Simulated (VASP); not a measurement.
Runs of VASP 6.6.1 on Be. The structure is cubic, space group Im-3m (No. 229). The conventional cell has a = 2.506 Å, b = 2.506 Å, c = 2.506 Å, α = 90.00°, β = 90.00°, γ = 90.00°. Be (site symmetry m-3m) is surrounded by 8 Be at 2.17 Å. This isn't the form of Be at room conditions, which is hcp.

```tsv
cell	gap on the mesh (eV)	pressure (GPa)
volume scaled by 1.04	none	-5.2
volume scaled by 0.98	none	1.9
as given	none	(a)
volume scaled by 1.06	none	-7.1
```

Alike in all rows: task single point; level PBE; potentials or basis VASP PAW PBE potentials, release 64 (Be); no spin polarisation; k mesh 15 × 15 × 15; cutoff (eV) 520; smearing fermi-dirac 0.05 eV.

Problem. Estimate the missing entries.

Solution. (a) -0.7.

A gap of «none» marks a metal or a gap under the smearing width.
